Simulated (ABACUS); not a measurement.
## Ge under changes of volume

One of the cells (22.639 Å³/atom); the others are scaled copies at fixed shape and fractional positions:

```
CELL_PARAMETERS angstrom
0.00000 2.82891 2.82891
2.82891 0.00000 2.82891
2.82891 2.82891 0.00000
ATOMIC_POSITIONS crystal
Ge 0.75000 0.75000 0.75000
Ge 0.50000 0.50000 0.50000
```

- Program: ABACUS 3.10.1
- Functional: PBE
- Potentials or basis: PseudoDojo NC SR 0.4.1 PBE standard
- Cutoff: 1361 eV
- Density cutoff: 5442 eV
- Basis: TZDP LCAO (the cutoffs set its grid)
- k mesh: 8 × 8 × 8
- Occupations: fermi-dirac, width 0.05 eV
- Spin: no spin polarisation

```csv
volume (Å³/atom),energy over the lowest point (meV/atom),pressure (GPa)
21.281,76.42,9.8
21.733,?,?
22.186,32.57,5.9
22.639,18.46,4.2
23.092,8.54,2.8
23.545,2.51,1.5
23.997,0.00,0.3
```

Question: What does the run at 21.733 Å³/atom give?

Answer: Energy over the lowest point 51.76 meV/atom; pressure 7.7 GPa.

Worked out: A Birch-Murnaghan fit of order 3 (a polynomial in V^(-2/3)) to the other rows has its minimum at 24.15 Å³/atom, just outside them, with B0 = V·E''(V) = 55 GPa and B' = 5.5. It gives 51.76 meV/atom at 21.733 Å³/atom, against the run's 51.76, and -dE/dV = 7.7 GPa, against 7.7.

Energies are extrapolated to zero smearing.

Caveats: the atomic orbitals were generated for these runs and aren't a published set; the basis of atomic orbitals isn't converged, which shifts pressures, moduli and gaps.
